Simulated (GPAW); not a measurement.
A run of GPAW 26.7.0 is set up as follows.

The input run.py:

```python
from ase.eos import EquationOfState
from ase.io import Trajectory
from ase.spacegroup import crystal
from ase.units import GPa
from gpaw import GPAW, PW

# As 4c
# B 4a
atoms = crystal(['As', 'B'],
                basis=[[0.25, 0.25, 0.25],
                       [0.0, 0.0, 0.0]],
                spacegroup=216, setting=1,  # F-43m
                cellpar=[4.777, 4.777, 4.777, 90.0, 90.0, 90.0],
                primitive_cell=True)

traj = Trajectory('eos.traj', 'w')
volumes, energies = [], []
for x in [0.94, 0.96, 0.98, 1.0, 1.02, 1.04, 1.06]:
    a = atoms.copy()
    a.set_cell(atoms.cell * x**(1 / 3), scale_atoms=True)
    calc = GPAW(mode=PW(800),
                xc={'name': 'optB88-vdW', 'backend': 'libvdwxc'},
                kpts={'size': (8, 8, 8), 'gamma': True},
                occupations={'name': 'fermi-dirac', 'width': 0.05},
                nbands=11,
                convergence={'density': 1e-05, 'energy': 1e-05},
                maxiter=150,
                legacy_gpaw=True,
                txt=f'eos-{x:.2f}.txt')
    a.calc = calc
    energies.append(a.get_potential_energy(force_consistent=True))
    volumes.append(a.get_volume())
    calc.write(f'eos-{x:.2f}.gpw')
    traj.write(a)
    print(f'{x:.2f} {volumes[-1]:10.4f} A^3 {energies[-1]:14.6f} eV', flush=True)

v0, e0, B = EquationOfState(volumes, energies, eos='birchmurnaghan').fit()
print(f'V0 = {v0:.4f} A^3, E0 = {e0:.6f} eV, B0 = {B / GPa:.2f} GPa')
```

Potentials or basis: GPAW PAW data sets (gpaw-data 1.2.1), pw.

Command:

```sh
$ OMP_NUM_THREADS=1 python run.py
```

Estimate the pressure derivative of the bulk modulus.

4.5.

Predict the equilibrium volume.

14.04 Å³/atom.

What does it give for the bulk modulus?

129 GPa.

Energy against volume, from the lowest point:
| volume (Å³/atom) | energy (meV/atom) |
| --- | --- |
| 12.809 | 50.56 |
| 13.081 | 29.23 |
| 13.354 | 14.09 |
| 13.626 | 4.53 |
| 13.899 | 0.03 |
| 14.171 | 0.00 |
| 14.444 | 4.00 |

Caveat: the PAW data sets were made with another functional, which shifts forces and pressure a little.

**The experiment to reproduce.**

From “Basic Physical Properties of Cubic Boron Arsenide”, 2019, arxiv:1911.11281, for a bulk crystal of BAs: bulk modulus 148 GPa.

Measured bulk modulus of BAs: 148 GPa (quoted in “Basic Physical Properties of Cubic Boron Arsenide”, 2019, arxiv:1911.11281). This calculation gives 129 GPa (-12.8 %). The fit is for a static lattice scaled at fixed shape and fixed fractional positions.
